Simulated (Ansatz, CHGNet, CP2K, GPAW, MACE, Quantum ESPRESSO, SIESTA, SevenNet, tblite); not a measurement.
**Other levels on the unslipped end of a generalised stacking fault on (111) (glide set) of a GaP-AlP solid solution (72 atoms)**

The cell holds 72 atoms: 18 Al, 36 P and 18 Ga. Its edges and angles: a = 6.683 Å, b = 11.576 Å, c = 19.103 Å, α = 90.0°, β = 90.0°, γ = 90.0°. Zinc-blende GaP lattice (a = 5.4569 Å, the value set for the mixture), cell with z along [111], 1 x 3 x 2 periods; the third cell vector is tilted by 0.000 of 1/2[11-2] and lengthened by 0.2 Å, so the stacking has no slip (glide set); displaced by a Gaussian of 0.01 Å; 18 of 36 Ga sites given to Al at random (lattice constant by Vegard's rule between GaP and AlP). Then every atom was moved at random, 0.02 Å r.m.s. a Cartesian component.

Geometry: as built.

The reference, a calculation:

```
method                                           : Kohn-Sham DFT, PBE, SSSP efficiency 1.3.0 pseudopotentials, plane waves (Quantum ESPRESSO 7.5); sssp-pbe-1.3.0-efficiency, cutoffs 60/480 Ry, Γ point
r.m.s. force component                           : 0.4425 eV/Å
longest force                                    : 1.73 eV/Å
pressure                                         : 1.206 GPa
gap (highest filled to lowest empty level) : 1.179 eV
time                                             : 14 min on 4 MPI ranks of Arm Neoverse V1, shared host
CPU time                                         : 55 min
```

Runs, in no order:
A. MACE MP-0b2 small potential: machine-learned interatomic potential MACE MP-0b2 small, trained on PBE(+U) plane-wave data
B. CP2K PBEsol, PBE potentials, DZVP-MOLOPT-SR, 800/60 Ry, diagonalisation: Kohn-Sham DFT, PBEsol, GTH-PBE pseudopotentials, Gaussian and plane waves, DZVP-MOLOPT-SR-GTH, diagonalisation
C. SIESTA PBE, TZP, shift 0.01 Ry, mesh 300 Ry: Kohn-Sham DFT, PBE, PseudoDojo 0.4.1 norm-conserving pseudopotentials (converted to PSML), numerical atomic orbitals (TZP), diagonalisation
D. CP2K PBE, DZVP-MOLOPT-SR, 800/70 Ry, diagonalisation: Kohn-Sham DFT, PBE, GTH-PBE pseudopotentials, Gaussian and plane waves, DZVP-MOLOPT-SR-GTH, diagonalisation
E. CHGNet 0.3.0 potential: machine-learned interatomic potential CHGNet 0.3.0, trained on PBE(+U) plane-wave data

Q: Order them from the smallest to the largest r.m.s. force difference.

C, D, B, A, E.

```
                                                                       run  Δ force, r.m.s. (meV/Å)  share of r.m.s. force (%)  CPU time
                            C. SIESTA PBE, TZP, shift 0.01 Ry, mesh 300 Ry                     16.5                       3.72    10 min
                   D. CP2K PBE, DZVP-MOLOPT-SR, 800/70 Ry, diagonalisation                     26.2                       5.91   9.3 min
B. CP2K PBEsol, PBE potentials, DZVP-MOLOPT-SR, 800/60 Ry, diagonalisation                     51.4                       11.6   8.5 min
                                            A. MACE MP-0b2 small potential                      169                       38.2       7 s
                                                 E. CHGNet 0.3.0 potential                      258                       58.3     3.7 s
```

Machine-learned potentials mimic data converged in k, so the reference's own k-point error enters their differences. The electronic-structure runs sample only Γ, in a cell whose shortest periodic width is 7 Å.

[Logs are printed without paths, hosts, clocks, repeated set-up lines and the standing remarks that a program may print on its own settings, such as how far it seeks lower states.]

[Hosts, paths, dates, database ids (printed as entryN), source tags and the programs' standing remarks are cut or masked in the printed files.]
